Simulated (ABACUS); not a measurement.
## I under changes of volume

One of the cells (40.553 Å³/atom); the others are scaled copies at fixed shape and fractional positions:

```
I
1.0
     0.00000    2.36560    3.90984
     2.19225    0.00000    3.90984
     2.19225    2.36560    0.00000
I
1
Direct
  0.00000 0.00000 0.00000
```

```yaml
Program: ABACUS 3.10.1
Functional: AM05
Potentials_or_basis: Ansatz NC PBE
Cutoff: 966 eV
Density_cutoff: 3864 eV
Basis: plane waves
k_mesh: 7 × 7 × 7
Occupations: fermi-dirac, width 0.05 eV
Spin: no spin polarisation
```

| volume (Å³/atom) | energy over the lowest point (meV/atom) | pressure (GPa) |
| --- | --- | --- |
| 38.120 | 5.56 | 1.2 |
| 38.931 | ? | ? |
| 39.742 | 0.00 | 0.0 |
| 40.553 | 1.36 | -0.5 |
| 41.364 | 5.05 | -0.9 |
| 42.175 | 10.76 | -1.3 |
| 42.986 | 18.26 | -1.6 |

**Question.** What does the run at 38.931 Å³/atom give?

**Answer.** Energy over the lowest point 1.28 meV/atom; pressure 0.5 GPa.

Worked out: A Birch-Murnaghan fit of order 3 (a polynomial in V^(-2/3)) to the other rows has its minimum at 39.71 Å³/atom with B0 = V·E''(V) = 26 GPa and B' = 5.4 at fixed shape and positions, which overstates the stiffness. It gives 1.28 meV/atom at 38.931 Å³/atom, against the run's 1.28, and -dE/dV = 0.5 GPa, against 0.5.

Energies are extrapolated to zero smearing.

Caveats: the potentials were made for another functional, which shifts forces and pressure; an odd number of electrons without spin polarisation forces a metal; a magnetic or distorted state may lie lower.
